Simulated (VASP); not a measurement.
# FeSi2 (P4/mmm) in VASP: elastic constants with LDA

Aim: the elastic constants of FeSi2 with LDA.

Everything below comes from runs of VASP 6.6.1. Logs are shortened: lines on timing, memory, paths and dates and some standing lists are left out, and cuts for length are marked.

### Step 1. The crystal as given

The structure is tetragonal, space group P4/mmm (No. 123). Conventional cell: a = 2.679 Å, b = 2.679 Å, c = 5.105 Å, α = 90.00°, β = 90.00°, γ = 90.00°. Fe (site symmetry 4/mmm) has 8 Si at 2.35 Å and 4 Fe at 2.68 Å as nearest neighbours. Si (site symmetry 4mm) has 5 Si at 2.33 to 2.68 Å and 4 Fe at 2.35 Å as nearest neighbours.

The cell is a database's computed one.

### Step 2. Elastic constants, LDA, collinear spin, ferromagnetic start

File POSCAR:

```
FeSi2
1.0
    2.6794129300      0.0000000000      0.0000000000
    0.0000000000      2.6794129300      0.0000000000
    0.0000000000      0.0000000000      5.1048727100
Fe Si
1 2
Direct
    0.0000000000      0.0000000000      0.0000000000
    0.5000000000      0.5000000000      0.7286017800
    0.5000000000      0.5000000000      0.2713982200
```

File INCAR.step1:

```
SYSTEM = FeSi2
PREC = Accurate ; ENCUT = 600
EDIFF = 1E-8 ; ISMEAR = 0
SIGMA = 0.1 ; LREAL = .FALSE.
LASPH = .TRUE. ; NELM = 150
ALGO = Normal ; ISIF = 3
LWAVE = .FALSE. ; LCHARG = .FALSE.
ISPIN = 2 ; MAGMOM = 3 0 0
LORBIT = 11 ; LMAXMIX = 4
IBRION = 2 ; NSW = 40
EDIFFG = -0.002
```

File INCAR.step2:

```
SYSTEM = FeSi2
PREC = Accurate ; ENCUT = 600
EDIFF = 1E-8 ; ISMEAR = 0
SIGMA = 0.1 ; LREAL = .FALSE.
LASPH = .TRUE. ; NELM = 150
ALGO = Normal ; ISIF = 3
LWAVE = .FALSE. ; LCHARG = .FALSE.
ISPIN = 2 ; MAGMOM = 3 0 0
LORBIT = 11 ; LMAXMIX = 4
IBRION = 6 ; NFREE = 2
POTIM = 0.015 ; NSW = 1
```

File KPOINTS:

```
regular mesh
0
G
  8 8 4
  0 0 0
```

Potentials or basis: VASP PAW LDA potentials, release 64 (Fe, Si).

The run is started by

```console
> cat potpaw_LDA.64/Fe/POTCAR potpaw_LDA.64/Si/POTCAR > POTCAR
> cp INCAR.step1 INCAR
> mpirun -np 1 vasp_std > vasp.out
> cp CONTCAR POSCAR
> cp INCAR.step2 INCAR
> mpirun -np 1 vasp_std > vasp.out
```

OUTCAR:

```text
SYSTEM = FeSi2
   PREC = Accurate
   ENCUT = 600
   EDIFF = 1E-8
   ISMEAR = 0
   LREAL = .FALSE.
   LASPH = .TRUE.
   NELM = 150
   ISIF = 3
   ISPIN = 2
   LORBIT = 11
   IBRION = 6
   NFREE = 2
   POTIM = 0.015
   NSW = 1

 ion  position               nearest neighbor table
   1  0.000  0.000  0.000-   2 2.33   3 2.33   2 2.33   3 2.33   2 2.33   3 2.33   2 2.33   3 2.33

   2  0.500  0.500  0.728-   3 2.32   1 2.33   1 2.33   1 2.33   1 2.33   3 2.76
   3  0.500  0.500  0.272-   2 2.32   1 2.33   1 2.33   1 2.33   1 2.33   2 2.76

  LATTYP: Found a simple tetragonal cell.
 ALAT       =     2.6604281391
 C/A-ratio  =     1.9075354353

  Lattice vectors:

 A1 = (   2.6604281391,   0.0000000000,   0.0000000000)
 A2 = (   0.0000000000,   2.6604281391,   0.0000000000)
 A3 = (   0.0000000000,   0.0000000000,   5.0748609483)

Analysis of symmetry for initial positions (statically):
=====================================================================
 Subroutine PRICEL returns:
 Original cell was already a primitive cell.

 Routine SETGRP: Setting up the symmetry group for a
 simple tetragonal supercell.

 Subroutine GETGRP returns: Found 16 space group operations
 (whereof 16 operations were pure point group operations)
 out of a pool of 16 trial point group operations.

The static configuration has the point symmetry D_4h.

Analysis of symmetry for dynamics (positions and initial velocities):
=====================================================================
 Subroutine PRICEL returns:
 Original cell was already a primitive cell.

 Routine SETGRP: Setting up the symmetry group for a
 simple tetragonal supercell.

 Subroutine GETGRP returns: Found 16 space group operations
 (whereof 16 operations were pure point group operations)
 out of a pool of 16 trial point group operations.

The dynamic configuration has the point symmetry D_4h.

Analysis of structural, dynamic, and magnetic symmetry:
=====================================================================
 Subroutine PRICEL returns:
 Original cell was already a primitive cell.

 Routine SETGRP: Setting up the symmetry group for a
 simple tetragonal supercell.

 Subroutine GETGRP returns: Found 16 space group operations
 (whereof 16 operations were pure point group operations)
 out of a pool of 16 trial point group operations.

The overall configuration has the point symmetry D_4h.

 Subroutine INISYM returns: Found 16 space group operations
 (whereof 16 operations are pure point group operations),
 and found     1 'primitive' translations

----------------------------------------------------------------------------------------

                                     Primitive cell

  volume of cell :      35.9192

  direct lattice vectors                    reciprocal lattice vectors
     2.660428139  0.000000000  0.000000000     0.375879350  0.000000000  0.000000000
     0.000000000  2.660428139  0.000000000     0.000000000  0.375879350  0.000000000
     0.000000000  0.000000000  5.074860948     0.000000000  0.000000000  0.197049734

  length of vectors
     2.660428139  2.660428139  5.074860948     0.375879350  0.375879350  0.197049734

  position of ions in fractional coordinates (direct lattice)
     0.000000000  0.000000000  0.000000000
     0.500000000  0.500000000  0.728414310
     0.500000000  0.500000000  0.271585690

  ion indices of the primitive-cell ions
   primitive index   ion index
                 1           1
                 2           2
                 3           3

----------------------------------------------------------------------------------------

 KPOINTS: regular mesh

Automatic generation of k-mesh.
[... 228 lines left out ...]
  energy  without entropy=      -22.8393136746  energy(sigma->0) =      -22.84268527

[... ionic steps 4 to 18 ...]

--------------------------------------- Ionic step       19  -------------------------------------------

 number of electron      15.9999998 magnetization      -0.0000000

 number of electron      15.9999998 magnetization       0.0000000
[... 75 lines left out ...]
 number of electron      15.9999998 magnetization      -0.0000000

 number of electron      15.9999998 magnetization       0.0000000

 Free energy of the ion-electron system (eV)
  ---------------------------------------------------
  ext. energy  EPLUGINS =         0.00000000
  ---------------------------------------------------
  free energy    TOTEN  =       -22.85427258 eV

  energy without entropy =      -22.84769838  energy(sigma->0) =      -22.85098548

 E-fermi :  10.2386     XC(G=0): -12.2575

 val. band max:       10.2374548153   @ k =   0.3750   0.3750   0.2500
 cond. band min:      10.2647406455   @ k =   0.5000   0.3750   0.0000
 fundamental gap:      0.0272858303
 Fermi energy:        10.2386020536

 spin component 1

 k-point     1 :       0.0000    0.0000    0.0000
  band No.  band energies     occupation
      1      -3.8004      1.00000
      2       1.0820      1.00000
      3       2.2097      1.00000
      4       6.6009      1.00000
      5       8.5717      1.00000
      6       8.7650      1.00000
      7       8.7650      1.00000
      8       9.6962      1.00000
      9      14.9777      0.00000
     10      14.9777      0.00000
     11      16.9677      0.00000
     12      17.4951      0.00000
     13      18.4161      0.00000
     14      18.5719      0.00000
[... 379 lines left out ...]
      3       2.8688      1.00000
      4       5.2715      1.00000
      5       6.4663      1.00000
      6       7.7571      1.00000
      7       8.2165      1.00000
      8       9.2046      1.00000
      9      10.7617      0.00000
     10      12.3859      0.00000
     11      13.8248      0.00000
     12      15.7061      0.00000
     13      17.3713      0.00000
     14      19.3669      0.00000

 [... further k-points ...]

 spin component 2

 k-point     1 :       0.0000    0.0000    0.0000
  band No.  band energies     occupation
      1      -3.8004      1.00000
      2       1.0820      1.00000
      3       2.2097      1.00000
      4       6.6009      1.00000
      5       8.5717      1.00000
      6       8.7650      1.00000
      7       8.7650      1.00000
      8       9.6962      1.00000
      9      14.9777      0.00000
     10      14.9777      0.00000
     11      16.9677      0.00000
     12      17.4951      0.00000
     13      18.4161      0.00000
     14      18.5719      0.00000
[... 421 lines left out ...]
  FREE ENERGIE OF THE ION-ELECTRON SYSTEM (eV)
  ---------------------------------------------------
  free  energy   TOTEN  =       -22.8542725812 eV

  energy  without entropy=      -22.8476983824  energy(sigma->0) =      -22.85098548

 INTERNAL STRAIN TENSORS FROM STRAINED CELLS
 ============================================

 INTERNAL STRAIN TENSOR FOR ION    1 for displacements in x,y,z  (eV/Angst):
          X           Y           Z          XY          YZ          ZX
  --------------------------------------------------------------------------------
  x     0.00000     0.00000     0.00000     0.00000     0.00000     0.00000
  y     0.00000    -0.00000    -0.00000    -0.00000     0.00000     0.00000
  z     0.00000     0.00000     0.00000     0.00000     0.00000     0.00000

 INTERNAL STRAIN TENSORS FROM DISPLACED ATOMS
 ============================================

 INTERNAL STRAIN TENSOR FOR ION    1 for displacements in x,y,z  (eV/Angst):
          X           Y           Z          XY          YZ          ZX
  --------------------------------------------------------------------------------
  x     0.00000     0.00000     0.00000     0.00000     0.00000     0.00000
  y     0.00000     0.00000     0.00000     0.00000     0.00000     0.00000
  z     0.00000     0.00000     0.00000     0.00000     0.00000     0.00000

 INTERNAL STRAIN TENSOR FOR ION    3 for displacements in x,y,z  (eV/Angst):
          X           Y           Z          XY          YZ          ZX
  --------------------------------------------------------------------------------
  x     0.00000     0.00000     0.00000     0.00000     0.00000    -5.30531
  y     0.00000    -0.00000    -0.00000     0.00000    -5.30531     0.00000
  z    -7.93474    -7.93474     1.74177     0.00000     0.00000     0.00000

 Eigenvectors and eigenvalues of the dynamical matrix
 ----------------------------------------------------

   1 f  =   17.027857 THz   106.989180 2PiTHz  567.988166 cm-1    70.421526 meV
             X         Y         Z           dx          dy          dz
      0.000000  0.000000  0.000000     0.000000    0.000000   -0.000000
      1.330214  1.330214  3.696601     0.000000    0.000000    0.707107
      1.330214  1.330214  1.378260    -0.000000   -0.000000   -0.707107
[... 43 lines left out ...]
   9 f/i=    0.000874 THz     0.005492 2PiTHz    0.029155 cm-1     0.003615 meV
             X         Y         Z           dx          dy          dz
      0.000000  0.000000  0.000000     0.000000    0.000000   -0.706142
      1.330214  1.330214  3.696601     0.000000    0.000000   -0.500681
      1.330214  1.330214  1.378260     0.000000    0.000000   -0.500681

--------------------------------------------------------------------------------------------------------

 ELASTIC MODULI CONTR FROM IONIC RELAXATION (kBar)
 Direction    XX          YY          ZZ          XY          YZ          ZX
 --------------------------------------------------------------------------------
 XX        -168.5720   -168.5720     37.0035      0.0000      0.0000     -0.0000
 YY        -168.5720   -168.5720     37.0035      0.0000      0.0000     -0.0000
 ZZ          37.0035     37.0035     -8.1227      0.0000     -0.0000      0.0000
 XY           0.0000      0.0000      0.0000      0.0000      0.0000      0.0000
 YZ           0.0000      0.0000     -0.0000      0.0000   -457.8121     -0.0000
 ZX          -0.0000     -0.0000      0.0000      0.0000     -0.0000   -457.8122
 --------------------------------------------------------------------------------

 TOTAL ELASTIC MODULI (kBar)
 Direction    XX          YY          ZZ          XY          YZ          ZX
 --------------------------------------------------------------------------------
 XX        3839.8505    871.4312   1069.4841      0.0000      0.0000     -0.0000
 YY         871.4312   3839.8505   1069.4841      0.0000      0.0000     -0.0000
 ZZ        1069.4841   1069.4841   5102.6220      0.0000     -0.0000      0.0000
 XY           0.0000      0.0000      0.0000   1252.9784      0.0000      0.0000
 YZ           0.0000      0.0000     -0.0000      0.0000   1196.5183     -0.0000
 ZX          -0.0000     -0.0000      0.0000      0.0000     -0.0000   1196.5182
 --------------------------------------------------------------------------------

 total charge

# of ion       s       p       d       tot
------------------------------------------
    1        0.475   0.720   6.749   7.944
    2        0.741   0.921   0.000   1.663
    3        0.741   0.921   0.000   1.663
--------------------------------------------------
tot          1.957   2.563   6.749  11.269

 magnetization (x)

# of ion       s       p       d       tot
------------------------------------------
    1        0.000  -0.000   0.000   0.000
    2        0.000  -0.000   0.000   0.000
    3        0.000  -0.000   0.000   0.000
--------------------------------------------------
tot          0.000  -0.000   0.000   0.000
```

Wall time 18 min (1 thread of Intel Xeon Platinum 8259CL at 2.50GHz (Skylake/Cascade Lake), shared host); peak memory 0.36 GiB.

What came out:

```yaml
Relaxed_volume: 11.97 Å³/atom
Relaxed_cell: a = 2.660 Å, b = 2.660 Å, c = 5.075 Å, α = 90.00°, β = 90.00°, γ = 90.00°
Space_group_after_relaxing_to_0.05_Å: P4/mmm (No. 123)
Net_moment: 0.00 μB per cell
Valence_electrons_inside_the_program's_atomic_spheres: Fe 7.94; Si 1.66
Voigt_bulk_modulus: 209 GPa
Highest_phonon_frequency_at_Γ_LO-TO_splitting_left_out: 568 cm⁻¹
```

The path:
```tsv
step	energy change (eV)	largest force (eV/Å)	pressure (GPa)	volume (Å³)
1	0.0000	0.0715	-4.08	36.65
2	0.0083	0.2618	5.98	35.02
3	-0.0092	0.0618	-0.07	35.95
4	-0.0092	0.0646	0.00	35.94
5	-0.0094	0.0113	0.06	35.91
6	-0.0094	0.0058	0.06	35.91
7	-0.0094	0.0012	-0.06	35.92
8	-0.0094	0.0011	-0.02	35.92
```

Final structure:
```cif
data_structure
_symmetry_space_group_name_H-M 'P 1'
_symmetry_Int_Tables_number 1
_cell_length_a 2.6604
_cell_length_b 2.6604
_cell_length_c 5.0749
_cell_angle_alpha 90.000
_cell_angle_beta 90.000
_cell_angle_gamma 90.000
_cell_volume 35.92
loop_
_atom_site_label
_atom_site_type_symbol
_atom_site_fract_x
_atom_site_fract_y
_atom_site_fract_z
_atom_site_occupancy
Fe1 Fe 0.00000 0.00000 0.00000 1
Si1 Si 0.50000 0.50000 0.72841 1
Si2 Si 0.50000 0.50000 0.27159 1
```

Phonon frequencies in cm⁻¹ (negative: imaginary):
```tsv
q point	frequencies
(0.000, 0.000, 0.000)	0 0 0 230 230 296 296 369 568
```

Elastic tensor in Voigt notation (GPa, in the Cartesian axes of the cell as first typed):
```
384  87 107   0   0   0
 87 384 107   0   0   0
107 107 510   0   0   0
  0   0   0 120   0   0
  0   0   0   0 120   0
  0   0   0   0   0 125
```

Clamped-ion elastic tensor (GPa):
```
401 104 103   0   0   0
104 401 103   0   0   0
103 103 511   0   0   0
  0   0   0 165   0   0
  0   0   0   0 165   0
  0   0   0   0   0 125
```

Caveat: the starting moments collapsed, and a magnetic state may lie lower.
